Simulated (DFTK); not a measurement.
# Ir (Fm-3m) in DFTK: a series of runs

The runs below take Ir through band structure, equation of state, with BJ06, BLYP.

Program: DFTK 0.8.2. These are calculated values, not measurements. Logs are shortened: lines on timing, memory, paths and dates and some standing lists are left out, and cuts for length are marked.

## (1) The crystal as given

It takes space group Fm-3m (No. 225, cubic). Conventional cell: a = 3.831 Å, b = 3.831 Å, c = 3.831 Å, α = 90.00°, β = 90.00°, γ = 90.00°. Around Ir (site symmetry m-3m) lie 12 Ir at 2.71 Å.

## (2) Band structure, BJ06

run.jl reads:

```julia
using DFTK
using PseudoPotentialData
using Unitful, UnitfulAtomic
using LinearAlgebra, Printf
include("save.jl")
disable_threading()

lines = readlines("Ir.cif")
tag(name) = parse(Float64, split(only(filter(startswith(name), lines)))[2])
a, b, c = tag.(["_cell_length_a", "_cell_length_b", "_cell_length_c"])
α, β, γ = deg2rad.(tag.(["_cell_angle_alpha", "_cell_angle_beta", "_cell_angle_gamma"]))
cx, cy  = cos(β), (cos(α) - cos(β) * cos(γ)) / sin(γ)
lattice = austrip(1u"Å") * [a b*cos(γ) c*cx; 0 b*sin(γ) c*cy; 0 0 c*sqrt(1 - cx^2 - cy^2)]
sites     = split.(lines[findlast(startswith("_atom_site_"), lines)+1:end])
symbols   = [Symbol(s[2]) for s in sites]
positions = [parse.(Float64, s[5:7]) for s in sites]
pseudopotentials = Dict(:Ir => "Ir.upf")
elements = Dict(s => ElementPsp(s, pseudopotentials; rcut=10.0) for s in unique(symbols))
atoms    = [elements[s] for s in symbols]

build_model(lattice, positions; symmetries=true) =
    model_DFT(lattice, atoms, positions;
              functionals=[:mgga_x_tb09, :lda_c_pw],
              temperature=austrip(0.05u"eV"),
              smearing=Smearing.FermiDirac(),
              symmetries)
Ecut  = 34.0  # hartree
kgrid = [11, 11, 11]
tol   = 1e-6
to_GPa = ustrip(uconvert(u"GPa", 1u"hartree/bohr^3"))

model = build_model(lattice, positions)
basis = PlaneWaveBasis(model; Ecut, kgrid)
display(basis)
scfres = self_consistent_field(basis;
                               tol,
                               nbandsalg=AdaptiveBands(model; n_bands_converge=13))
display(scfres.energies)
@printf "Fermi level: %.6f eV\n" ustrip(auconvert(u"eV", something(scfres.εF, NaN)))
println("Levels at the first k-point (eV): ", round.(ustrip.(auconvert.(u"eV", scfres.eigenvalues[1][1:scfres.n_bands_converge])); digits=4))
save_scf!(scfres)

points = Dict("G" => [0.0, 0.0, 0.0], "K" => [0.375, 0.375, 0.75], "L" => [0.5, 0.5, 0.5], "U" => [0.625, 0.25, 0.625], "W" => [0.5, 0.25, 0.75], "X" => [0.5, 0.0, 0.5])
segments = [("G", "X", 7), ("X", "W", 4), ("W", "K", 3), ("K", "G", 7), ("G", "L", 6), ("L", "U", 4), ("U", "W", 3), ("W", "L", 5), ("L", "K", 4), ("U", "X", 3)]
kcoords = vcat([[points[a] + t * (points[b] - points[a]) for t in range(0, 1, n)] for (a, b, n) in segments]...)
bands = compute_bands(scfres, ExplicitKpoints(kcoords); n_bands=15, tol=1e-5)
for (k, ε) in zip(bands.basis.kpoints, bands.eigenvalues)
    @printf "%d %8.4f %8.4f %8.4f " k.spin k.coordinate...
    println(join([@sprintf("%9.4f", e) for e in ustrip.(auconvert.(u"eV", ε .- scfres.εF))]))
end
results["band_energies"] = rows(bands.eigenvalues); results["band_kpoints"] = rows(kcoords)
```

Ir.cif reads:

```cif
data_Ir
_cell_length_a 2.70906750
_cell_length_b 2.70906750
_cell_length_c 2.70906750
_cell_angle_alpha 60.00000000
_cell_angle_beta 60.00000000
_cell_angle_gamma 60.00000000
_space_group_name_H-M_alt 'P1'
_space_group_name_Hall 'P 1'
_space_group_IT_number 1
loop_
_space_group_symop_operation_xyz
'x,y,z'
loop_
_atom_site_label
_atom_site_type_symbol
_atom_site_symmetry_multiplicity
_atom_site_Wyckoff_symbol
_atom_site_fract_x
_atom_site_fract_y
_atom_site_fract_z
_atom_site_occupancy
Ir1 Ir 1 a 0.0000000000 0.0000000000 0.0000000000 1
```

Potentials or basis: in-house norm-conserving set (r2SCAN, scalar relativistic).

The run is started by

```console
julia --threads=1 run.jl  # save.jl only writes the numbers to a file and isn't shown; printed stress counts tension as positive; times include loading and compiling
```

Output:

```text
[... set-up lines left out ...]
n     Energy            log10(ΔE)   log10(Δρ)   log10(Δτ)   Diag   Δtime
---   ---------------   ---------   ---------   ---------   ----   ------
  1   -94.81944504248                   -1.04        0.77    4.3    3.37s
  2   -94.45950064928   +   -0.44       -1.08       -0.27    2.0    2.96s
  3   -94.58160543232       -0.91       -1.43       -0.83    2.1    1.90s
  4   -94.57723283839   +   -2.36       -1.61       -1.94    1.0    2.13s
  5   -94.60138556599       -1.62       -2.28       -1.47    1.0    2.35s
  6   -94.59935975677   +   -2.69       -2.54       -2.67    1.4    1.40s
  7   -94.60254630151       -2.50       -3.22       -2.33    2.0    2.41s
  8   -94.60240232534   +   -3.84       -3.45       -3.76    2.0    1.54s
  9   -94.60275927640       -3.45       -4.00       -3.27    1.8    2.55s
 10   -94.60275706644   +   -5.66       -4.16       -4.71    1.4    1.47s
 11   -94.60281213512       -4.26       -4.62       -4.10    1.2    2.31s
 12   -94.60281023010   +   -5.72       -4.76       -5.49    1.7    1.42s
 13   -94.60283367968       -4.63       -5.21       -4.48    1.7    2.43s
 14   -94.60282417994   +   -5.02       -5.67       -4.93    1.7    1.45s
 15   -94.60282627086       -5.68       -6.58       -5.63    1.6    2.34s
Energy breakdown (in Ha):
    Kinetic             32.6148745
    AtomicLocal         -60.2194308
    AtomicNonlocal      6.6960670
    Ewald               -91.5082882
    PspCorrection       4.9760022
    Hartree             14.9276227
    Xc                  -2.0892057
    Entropy             -0.0004679

    total               -94.602826270865
Fermi level: 17.056840 eV
Levels at the first k-point (eV): [-76.1335, -32.5456, -32.5456, -32.5456, 6.4276, 13.2916, 13.2916, 13.2916, 15.8627, 15.8627, 31.264, 36.7394, 36.7394]
1   0.0000   0.0000   0.0000  -93.1904 -49.6024 -49.6024 -49.6024 -10.6293  -3.7652  -3.7652  -3.7652  -1.1942  -1.1942  14.2072  19.6826  19.6826  19.6826  25.3382
1   0.0833   0.0000   0.0833  -93.1845 -49.6549 -49.6220 -49.6220 -10.2174  -4.0664  -3.5350  -3.5350  -1.5385  -1.0757  14.9090  18.8354  19.8743  19.8743  27.5662
1   0.1667   0.0000   0.1667  -93.1685 -49.7957 -49.6754 -49.6754  -9.0823  -4.8114  -2.8576  -2.8576  -2.3548  -0.7416  16.8158  18.0562  19.9437  19.9437  27.9414
1   0.2500   0.0000   0.2500  -93.1466 -49.9820 -49.7479 -49.7479  -7.7019  -5.6916  -2.8987  -1.7820  -1.7820  -0.2581  18.0520  18.3684  18.3684  19.4761  23.5053
1   0.3333   0.0000   0.3333  -93.1247 -50.1618 -49.8198 -49.8198  -7.2130  -6.4587  -1.8241  -0.4308  -0.4308   0.2619  15.5376  15.5376  16.8560  20.4705  22.3200
1   0.4167   0.0000   0.4167  -93.1086 -50.2895 -49.8721 -49.8721  -7.5151  -6.9665   0.6341   0.6701   0.8858   0.8858  12.9668  13.0610  13.0610  21.1698  24.6012
[... 38 lines left out ...]
1   0.5625   0.1250   0.5625  -93.1029 -50.3027 -49.9416 -49.8753  -7.3845  -6.7972  -0.6846   0.2674   1.2753   4.8123   9.1775  12.2918  13.1250  22.5276  25.4284
1   0.5000   0.0000   0.5000  -93.1028 -50.3355 -49.8912 -49.8912  -7.6963  -7.1429   0.8261   1.4987   1.4987   2.2113  10.8588  12.0338  12.0338  21.7358  25.4912
```

It took 47 s on 1 thread of Intel Xeon 6975P-C (Granite Rapids), shared host; peak memory 1.5 GiB.

Results:

```yaml
Band_gap_on_the_k_mesh: none (metal or under the smearing width)
```

Levels at the corners of the path, in eV from the Fermi level:
```
point  band 4  band 5  band 6  band 7  band 8  band 9  band 10  band 11  band 12  band 13
    Γ  -49.60  -10.63   -3.77   -3.77   -3.77   -1.19    -1.19    14.21    19.68    19.68
    X  -49.89   -7.70   -7.14    0.83    1.50    1.50     2.21    10.86    12.03    12.03
    W  -49.90   -6.07   -4.67   -4.67   -1.73    1.50     8.54     9.44     9.44    13.60
    K  -49.83   -6.75   -5.77   -2.66   -0.86    0.65     6.72     8.03    11.78    15.82
    Γ  -49.60  -10.63   -3.77   -3.77   -3.77   -1.19    -1.19    14.21    19.68    19.68
    L  -49.71   -7.80   -3.90   -3.90   -0.24    0.90     0.90     7.54    13.86    19.68
    U  -49.83   -6.75   -5.77   -2.66   -0.86    0.65     6.72     8.03    11.78    15.82
    W  -49.90   -6.07   -4.67   -4.67   -1.73    1.50     8.54     9.44     9.44    13.60
    L  -49.71   -7.80   -3.90   -3.90   -0.24    0.90     0.90     7.54    13.86    19.68
    K  -49.83   -6.75   -5.77   -2.66   -0.86    0.65     6.72     8.03    11.78    15.82
    U  -49.83   -6.75   -5.77   -2.66   -0.86    0.65     6.72     8.03    11.78    15.82
    X  -49.89   -7.70   -7.14    0.83    1.50    1.50     2.21    10.86    12.03    12.03
```

Caveat: the program leaves the constant c of mgga_x_tb09 at 1, so the potential is Becke-Johnson's (BJ06) and not Tran and Blaha's, with levels but no total energy; the potentials were made for another functional, which shifts forces and pressure; spin-orbit coupling is left out, which moves the levels of the heavy elements.

## (3) Equation of state, BLYP

run.jl reads:

```julia
using DFTK
using PseudoPotentialData
using Unitful, UnitfulAtomic
using LinearAlgebra, Printf
include("save.jl")
disable_threading()

lines     = readlines("POSCAR")
lattice   = austrip(1u"Å") * parse(Float64, lines[2]) * hcat([parse.(Float64, split(l)) for l in lines[3:5]]...)
symbols   = vcat([fill(Symbol(s), parse(Int, n)) for (s, n) in zip(split(lines[6]), split(lines[7]))]...)
positions = [parse.(Float64, split(l)[1:3]) for l in lines[9:8+length(symbols)]]
pseudopotentials = PseudoFamily("cp2k.nc.sr.pbe.v0_1.semicore.gth")
elements = Dict(s => ElementPsp(s, pseudopotentials) for s in unique(symbols))
atoms    = [elements[s] for s in symbols]

build_model(lattice, positions; symmetries=true) =
    model_DFT(lattice, atoms, positions;
              functionals=[:gga_x_b88, :gga_c_lyp],
              temperature=austrip(0.05u"eV"),
              smearing=Smearing.FermiDirac(),
              symmetries)
Ecut  = 58.0  # hartree
kgrid = [8, 8, 8]
tol   = 1e-6
to_GPa = ustrip(uconvert(u"GPa", 1u"hartree/bohr^3"))

results["points"] = []
for scale in [0.94, 0.96, 0.98, 1.0, 1.02, 1.04, 1.06]
    println("\n=== scale = ", scale)
    model = build_model(cbrt(scale) * lattice, positions)
    basis = PlaneWaveBasis(model; Ecut, kgrid)
    t0 = time()
    scfres = self_consistent_field(basis;
                                   tol,
                                   nbandsalg=AdaptiveBands(model; n_bands_converge=13))
    seconds = time() - t0
    @printf "SCF: %d iterations, %.1f s\n" scfres.n_iter seconds
    forces = compute_forces_cart(scfres)
    stress = compute_stresses_cart(scfres)
    @printf "V = %.5f Å^3  F = %.8f Ha  max force = %.5f eV/Å  p = %.4f GPa\n" ustrip(auconvert(u"Å^3", model.unit_cell_volume)) scfres.energies.total ustrip(auconvert(u"eV/Å", maximum(norm, forces))) (-tr(stress) / 3 * to_GPa)
    push!(results["points"], save_scf!(scfres; forces, stress, d=Dict{String,Any}("seconds" => seconds, "n_matvec" => get(scfres, :n_matvec, 0))))
end

# third-order Birch-Murnaghan fit in x = V^(-2/3)
V = [0.94, 0.96, 0.98, 1.0, 1.02, 1.04, 1.06] * abs(det(lattice))
E = [p["total"] for p in results["points"]]
x = V .^ (-2 / 3)
c = [x .^ 0 x x .^ 2 x .^ 3] \ E
Δ = c[3]^2 - 3c[2] * c[4]
if Δ > 0
    x0 = (-c[3] + sqrt(Δ)) / 3c[4]
    B0 = 4 / 9 * x0^(7 / 2) * (2c[3] + 6c[4] * x0)
    @printf "V0 = %.4f Å^3  B0 = %.2f GPa\n" ustrip(auconvert(u"Å^3", x0^(-3 / 2))) B0 * to_GPa
end
```

POSCAR reads:

```
Ir
1.0
    0.0000000000      1.9156000000      1.9156000000
    1.9156000000      0.0000000000      1.9156000000
    1.9156000000      1.9156000000      0.0000000000
Ir
1
Direct
    0.0000000000      0.0000000000      0.0000000000
```

Potentials or basis: cp2k.nc.sr.pbe.v0_1.semicore.gth (PBE, GTH).

The run is started by

```console
julia --threads=1 run.jl  # save.jl only writes the numbers to a file and isn't shown; printed stress counts tension as positive; times include loading and compiling
```

Wall time 4.1 min (1 thread of Intel Xeon 6975P-C (Granite Rapids), shared host); peak memory 1.7 GiB.

The run converged, but some of its settings lie outside the range that counts as converged, so its numbers aren't taken as properties of the crystal.

What came out:

- Equilibrium volume: 15.15 Å³/atom (rough: see the caveat)
- Bulk modulus: 296 GPa (rough)

Caveat: the minimum lies outside the volumes run; the cutoff is short for these potentials, so energies and forces aren't converged, fitted volumes are rough and the log's stress (off by 3 to 10 GPa or more in trials) isn't used; the potentials were made for another functional, which shifts forces and pressure.
